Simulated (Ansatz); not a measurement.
Space group Fm-3m (No. 225). a = 4.084 Å, b = 4.084 Å, c = 4.084 Å, α = 90.00°, β = 90.00°, γ = 90.00°
| atom | site | symmetry | x | y | z |
| --- | --- | --- | --- | --- | --- |
| Au | 4a | m-3m | 0.0000 | 0.0000 | 0.0000 |

Equation of state of this Au structure (not necessarily the ground state), with shape and atoms relaxed at each volume where symmetry leaves them free. It has no gap at any of these volumes. These are results of DFT PBEsol, scalar-relativistic, plane waves, PAW in Ansatz, not measurements.

Plane waves to 420 eV, a k mesh through Γ of 18×18×18 on the computed 1-atom cell and Gaussian smearing (0.10 eV); no spin polarisation.

```tsv
V (Å³/atom)	E − E(largest V) (meV/atom)	P (GPa)
14.983	103.19	32.14
15.494	17.99	21.59
16.004	-36.64	12.92
16.515	-66.12	5.81
17.026	-75.09	0.00
17.537	-67.28	-4.76
18.047	-45.73	-8.64
18.728	0.00	-12.70
```

Q: Fit a third-order Birch–Murnaghan equation to E(V).

A: V0 = 17.03 Å³/atom, B0 = 175 GPa, B0' = 5.7.

Spin-orbit coupling is left out, which matters for the bands of heavy elements.